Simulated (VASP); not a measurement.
# AlN (P6_3mc) in VASP: notebook

Runs on AlN. Level: PBE. Tasks: relaxation of shape and atoms at fixed volume.

Everything below comes from runs of VASP 6.6.1. Logs are shortened: lines on timing, memory, paths and dates and some standing lists are left out, and cuts for length are marked.

## 1. The crystal as given

Symmetry: P6_3mc, No. 186, hexagonal system. The conventional cell has a = 3.124 Å, b = 3.124 Å, c = 5.008 Å, α = 90.00°, β = 90.00°, γ = 120.00°. Around Al (site symmetry 3m) lie 4 N at 1.90 to 1.91 Å. N (site symmetry 3m) is surrounded by 4 Al at 1.90 to 1.91 Å.

## 2. Relaxation of shape and atoms at fixed volume, PBE

INCAR

```
ALGO = Normal
EDIFF = 1E-7
EDIFFG = -0.01
ENCUT = 300
GGA = PE
IBRION = 2
ISIF = 4
ISMEAR = 0
LASPH = True
LCHARG = False
LREAL = False
LWAVE = False
NELM = 80
NSW = 40
PREC = Accurate
SIGMA = 0.03
```

KPOINTS

```
k-points
0
Gamma
  6 6 3
```

POSCAR

```
AlN                                     
1.0
    3.1239053360      0.0000000000      0.0000000000
   -1.5619526680      2.7053813801     -0.0000000000
   -0.0000000000      0.0000000000      5.0082613498
  Al              N             
     2     2
Direct
     0.3333333332999970    0.6666666667000030    0.9992383048100509
     0.6666666667000030    0.3333333332999970    0.4992383048100509
     0.3333333332999970    0.6666666667000030    0.3807616951899516
     0.6666666667000030    0.3333333332999970    0.8807616951899516
```

Potentials or basis: VASP PAW PBE potentials, release 64 (Al, N_s).

Command:

```sh
$ cat potpaw_PBE.64/Al/POTCAR potpaw_PBE.64/N_s/POTCAR > POTCAR
$ mpirun -np 1 vasp_std > vasp.out
```

OUTCAR:

```text
EDIFF = 1E-7
   EDIFFG = -0.01
   ENCUT = 300
   GGA = PE
   IBRION = 2
   ISIF = 4
   ISMEAR = 0
   LASPH = True
   LREAL = False
   NELM = 80
   NSW = 40
   PREC = Accurate

 ion  position               nearest neighbor table
   1  0.333  0.667  0.999-   4 1.90   4 1.90   4 1.90   3 1.91   2 3.09   2 3.09   2 3.09   2 3.09
                             2 3.09   2 3.09
   2  0.667  0.333  0.499-   3 1.90   3 1.90   3 1.90   4 1.91   1 3.09   1 3.09   1 3.09   1 3.09
                             1 3.09   1 3.09
   3  0.333  0.667  0.381-   2 1.90   2 1.90   2 1.90   1 1.91
   4  0.667  0.333  0.881-   1 1.90   1 1.90   1 1.90   2 1.91

  LATTYP: Found a hexagonal cell.
 ALAT       =     3.1239053360
 C/A-ratio  =     1.6032052227

  Lattice vectors:

 A1 = (   3.1239053360,   0.0000000000,   0.0000000000)
 A2 = (  -1.5619526680,   2.7053813801,   0.0000000000)
 A3 = (   0.0000000000,   0.0000000000,   5.0082613498)

Analysis of symmetry for initial positions (statically):
=====================================================================
 Subroutine PRICEL returns:
 Original cell was already a primitive cell.

 Routine SETGRP: Setting up the symmetry group for a
 hexagonal supercell.

 Subroutine GETGRP returns: Found 12 space group operations
 (whereof  6 operations were pure point group operations)
 out of a pool of 24 trial point group operations.

The static configuration has the point symmetry C_3v.
 The point group associated with its full space group is C_6v.

Analysis of symmetry for dynamics (positions and initial velocities):
=====================================================================
 Subroutine PRICEL returns:
 Original cell was already a primitive cell.

 Routine SETGRP: Setting up the symmetry group for a
 hexagonal supercell.

 Subroutine GETGRP returns: Found 12 space group operations
 (whereof  6 operations were pure point group operations)
 out of a pool of 24 trial point group operations.

The dynamic configuration has the point symmetry C_3v.
 The point group associated with its full space group is C_6v.

 Subroutine INISYM returns: Found 12 space group operations
 (whereof  6 operations are pure point group operations),
 and found     1 'primitive' translations

----------------------------------------------------------------------------------------

                                     Primitive cell

  volume of cell :      42.3266

  direct lattice vectors                    reciprocal lattice vectors
     3.123905336  0.000000000  0.000000000     0.320112133  0.184816826  0.000000000
    -1.561952668  2.705381380  0.000000000     0.000000000  0.369633652  0.000000000
     0.000000000  0.000000000  5.008261350     0.000000000  0.000000000  0.199670091

  length of vectors
     3.123905336  3.123905336  5.008261350     0.369633652  0.369633652  0.199670091

  position of ions in fractional coordinates (direct lattice)
     0.333333333  0.666666667  0.999238305
     0.666666667  0.333333333  0.499238305
     0.333333333  0.666666667  0.380761695
     0.666666667  0.333333333  0.880761695

  ion indices of the primitive-cell ions
   primitive index   ion index
                 1           1
                 2           2
                 3           3
                 4           4

----------------------------------------------------------------------------------------

 KPOINTS: k-points

Automatic generation of k-mesh.
 Grid dimensions read from file:
 generate k-points for:    6    6    3

 Generating k-lattice:

  Cartesian coordinates                     Fractional coordinates (reciprocal lattice)
     0.053352022  0.030802804  0.000000000     0.166666667  0.000000000  0.000000000
     0.000000000  0.061605609  0.000000000     0.000000000  0.166666667  0.000000000
     0.000000000  0.000000000  0.066556697     0.000000000  0.000000000  0.333333333

  Length of vectors
     0.061605609  0.061605609  0.066556697

  Shift w.r.t. Gamma in fractional coordinates (k-lattice)
     0.000000000  0.000000000  0.000000000

 Subroutine IBZKPT returns following result:
 ===========================================

 Found     14 irreducible k-points:

 Following reciprocal coordinates:
            Coordinates               Weight
  0.000000  0.000000  0.000000      1.000000
  0.166667  0.000000  0.000000      6.000000
  0.333333  0.000000  0.000000      6.000000
  0.500000  0.000000  0.000000      3.000000
  0.166667  0.166667  0.000000      6.000000
  0.333333  0.166667  0.000000     12.000000
  0.333333  0.333333  0.000000      2.000000
  0.000000  0.000000  0.333333      2.000000
  0.166667  0.000000  0.333333     12.000000
  0.333333  0.000000  0.333333     12.000000
  0.500000  0.000000  0.333333      6.000000
  0.166667  0.166667  0.333333     12.000000
  0.333333  0.166667  0.333333     24.000000
  0.333333  0.333333  0.333333      4.000000
   k-points           NKPTS =     14   k-points in BZ     NKDIM =     14   number of bands    NBANDS=     12
   number of dos      NEDOS =    301   number of ions     NIONS =      4
   total plane-waves  NPLWV =   9072
   dimension x,y,z NGX =    18 NGY =   18 NGZ =   28
   dimension x,y,z NGXF=    36 NGYF=   36 NGZF=   56
   ions per type =               2   2
   NGX,Y,Z   is equivalent  to a cutoff of   9.58,  9.58,  9.29 a.u.
   NGXF,Y,Z  is equivalent  to a cutoff of  19.16, 19.16, 18.59 a.u.
 SYSTEM =  unknown system
   PREC   = accura    normal or accurate (medium, high low for compatibility)
   ISTART =      0    job   : 0-new  1-cont  2-samecut
   ICHARG =      2    charge: 1-file 2-atom 10-const
   ISPIN  =      1    spin polarized calculation?
   LNONCOLLINEAR =      F non collinear calculations
   LSORBIT =      F    spin-orbit coupling
   LASPH  =      T    aspherical Exc in radial PAW
   ENCUT  =  300.0 eV  22.05 Ry    4.70 a.u.   4.41  4.41  7.07*2*pi/ulx,y,z
   NELM   =     80;   NELMIN=  2; NELMDL= -5     # of ELM steps
   EDIFF  = 0.1E-06   stopping-criterion for ELM
   LREAL  =      F    real-space projection
   EDIFFG = -.1E-01   stopping-criterion for IOM
   NSW    =     40    number of steps for IOM
   IBRION =      2    ionic relax: 0-MD 1-quasi-New 2-CG
   NFREE  =      1    steps in history (QN), initial steepest desc. (CG)
   ISIF   =      4    stress and relaxation
   ISYM   =      2    0-nonsym 1-usesym 2-fastsym
   POTIM  = 0.5000    time-step for ionic-motion
   TEBEG  =    0.0;   TEEND  =   0.0 temperature during run
   PSTRESS=    0.0 pullay stress
   NELECT =      16.0000    total number of electrons
   NUPDOWN=      -1.0000    fix difference up-down
   EMIN   =  10.00;   EMAX   =-10.00  energy-range for DOS
   EFERMI =   0.00;   METHOD = LEGACY
   ISMEAR =     0;   SIGMA  =   0.03  broadening in eV -4-tet -1-fermi 0-gaus
   EFERMI_NEDOS =   21; number of points for ismear=-14 and -15
   IALGO  =     38    algorithm
   IMIX   =      4    mixing-type and parameters
     AMIX     =   0.40;   BMIX     =  1.00
     AMIX_MAG =   1.60;   BMIX_MAG =  1.00
  volume/ion in A,a.u.               =      10.58        71.41
  Fermi-wavevector in a.u.,A,eV,Ry     =   1.183706  2.236879 19.063926  1.401159
  Thomas-Fermi vector in A             =   2.319935
   LORBIT       =      0    0 simple, 1 ext, 2 COOP (PROOUT), +10 PAW based schemes
   GGA     = PE    functional components
   LHFCALC =     F    Hartree Fock is set to
   AEXX    =    0.0000 exact exchange contribution
   IVDW    =     0    specifies the selected vdW correction
   LEPSILON=     F    determine dielectric tensor
   LRPA    =     F    only Hartree local field effects (RPA)
 conjugate gradient relaxation of ions
 non-spin polarized calculation
 Gauss-broadening in eV      SIGMA  =   0.03
  energy-cutoff  :      300.00
  volume of cell :       42.33
 maximum number of plane-waves:       525
 NGX is ok and might be reduce to    18
   NGX =  9   NGY =  9   NGZ = 15

 number of electron      16.0000002 magnetization

 Free energy of the ion-electron system (eV)
  ---------------------------------------------------
  ext. energy  EPLUGINS =         0.00000000
  ---------------------------------------------------
  free energy    TOTEN  =       -29.76307246 eV

  energy without entropy =      -29.76307246  energy(sigma->0) =      -29.76307246

 E-fermi :   6.5700     XC(G=0): -10.8531

 val. band max:        6.3632074893   @ k =   0.0000   0.0000   0.0000
 cond. band min:      10.4636014219   @ k =   0.0000   0.0000   0.0000
 fundamental gap:      4.1003939326
 Fermi energy:         6.5700133760

 k-point     1 :       0.0000    0.0000    0.0000
  band No.  band energies     occupation
      1      -8.7407      2.00000
      2      -6.6369      2.00000
      3       0.4247      2.00000
      4       5.5137      2.00000
      5       5.5137      2.00000
      6       6.1572      2.00000
      7       6.1572      2.00000
      8       6.3632      2.00000
      9      10.4636      0.00000
     10      12.9328      0.00000
     11      16.8664      0.00000
     12      17.4510      0.00000

 k-point     2 :       0.1667    0.0000    0.0000
  band No.  band energies     occupation
      1      -8.3983      2.00000
      2      -6.4512      2.00000
      3       0.8373      2.00000
      4       4.1045      2.00000
      5       4.8713      2.00000
      6       5.1268      2.00000
      7       6.0757      2.00000
      8       6.1933      2.00000
      9      11.7423      0.00000
     10      13.9965      0.00000
     11      15.4937      0.00000
     12      16.0685      0.00000
[... 151 lines left out ...]
 k-point    13 :       0.3333    0.1667    0.3333
  band No.  band energies     occupation
      1      -6.6694      2.00000
      2      -6.2581      2.00000
      3       1.1590      2.00000
      4       1.6075      2.00000
      5       3.4060      2.00000
      6       4.2078      2.00000
      7       4.6803      2.00000
      8       5.5674      2.00000
      9      12.2037      0.00000
     10      13.1683      0.00000
     11      15.1425      0.00000
     12      15.9528      0.00000

 k-point    14 :       0.3333    0.3333    0.3333
  band No.  band energies     occupation
      1      -6.2524      2.00000
      2      -6.2524      2.00000
      3       1.7440      2.00000
      4       1.7440      2.00000
      5       2.0451      2.00000
      6       3.1563      2.00000
      7       5.2407      2.00000
      8       5.2407      2.00000
      9      12.7574      0.00000
     10      14.3729      0.00000
     11      14.5195      0.00000
     12      14.5195      0.00000

------------------------ aborting loop because EDIFF is reached ----------------------------------------

  FORCE on cell =-STRESS in cart. coord.  units (eV):
  Direction    XX          YY          ZZ          XY          YZ          ZX
  --------------------------------------------------------------------------------------
  -------------------------------------------------------------------------------------
  Total        0.0017216      0.0017216     -0.0105485      0.0000000      0.0000000      0.0000000
  in kB        0.0651690      0.0651690     -0.3992881      0.0000000      0.0000000      0.0000000
  external PRESSURE =      -0.0896500 kB  Pullay stress =       0.0000000 kB

 VOLUME and BASIS-vectors are now :
 -----------------------------------------------------------------------------
  energy-cutoff  :      300.00
  volume of cell :       42.33
      direct lattice vectors                 reciprocal lattice vectors
     3.123905336  0.000000000  0.000000000     0.320112133  0.184816826  0.000000000
    -1.561952668  2.705381380  0.000000000     0.000000000  0.369633652  0.000000000
     0.000000000  0.000000000  5.008261350     0.000000000  0.000000000  0.199670091

 POSITION                                       TOTAL-FORCE (eV/Angst)
 -----------------------------------------------------------------------------------
     -0.00000      1.80359      5.00445         0.000000     -0.000000     -0.002926
      1.56195      0.90179      2.50032        -0.000000      0.000000     -0.002926
     -0.00000      1.80359      1.90695         0.000000      0.000000      0.002926
      1.56195      0.90179      4.41108        -0.000000     -0.000000      0.002926
 -----------------------------------------------------------------------------------
    total drift:                                0.000000      0.000000     -0.000433

  FREE ENERGIE OF THE ION-ELECTRON SYSTEM (eV)
  ---------------------------------------------------
  free  energy   TOTEN  =       -29.7630724566 eV

  energy  without entropy=      -29.7630724566  energy(sigma->0) =      -29.76307246

 reached required accuracy - stopping structural energy minimisation
```

It took 8.1 s on 1 thread of Intel Xeon Platinum 8259CL at 2.50GHz (Skylake/Cascade Lake), shared host; peak memory 0.12 GiB.

The run converged, but some of its settings lie outside the range that counts as converged, so its numbers aren't taken as properties of the crystal.

Results:

```
Free energy            : -29.7631 eV
Band gap on the k mesh : 4.10 eV, direct
```

Caveat: the cutoff is under 1.25 times the usual one of these potentials, so pressure, stress and relaxed cells hold a basis-set (Pulay) error; the relaxation stopped at its first step, so nothing moved.

## 3. Relaxation of shape and atoms at fixed volume, PBE (a relaxed cell with its volume scaled by 1.02)

INCAR is that of step 2.

KPOINTS is that of step 2.

Changes to POSCAR since step 2:

```diff
@@ -2,5 +2,5 @@
 1.0
-    3.1239053360      0.0000000000      0.0000000000
-   -1.5619526680      2.7053813801     -0.0000000000
-   -0.0000000000      0.0000000000      5.0082613498
+    3.1445940537      0.0000000000      0.0000000000
+   -1.5722970269      2.7232983352     -0.0000000000
+   -0.0000000000      0.0000000000      5.0414296101
   Al              N
```

Potentials or basis: VASP PAW PBE potentials, release 64 (Al, N_s).

Command:

```sh
$ cat potpaw_PBE.64/Al/POTCAR potpaw_PBE.64/N_s/POTCAR > POTCAR
$ mpirun -np 1 vasp_std > vasp.out
```

Run time: 9.2 s. Hardware: 1 thread of Intel Xeon Platinum 8259CL at 2.50GHz (Skylake/Cascade Lake), shared host; peak memory 0.12 GiB.

These settings aren't checked as converged: the numbers below hold their error.

Results:

```yaml
Free_energy: -29.7598 eV
Largest_force_after_relaxing: 0.005 eV/Å
Band_gap_on_the_k_mesh: 3.93 eV, direct
```

Caveat: the cutoff is under 1.25 times the usual one of these potentials, so pressure, stress and relaxed cells hold a basis-set (Pulay) error; the relaxation stopped at its first step, so nothing moved.
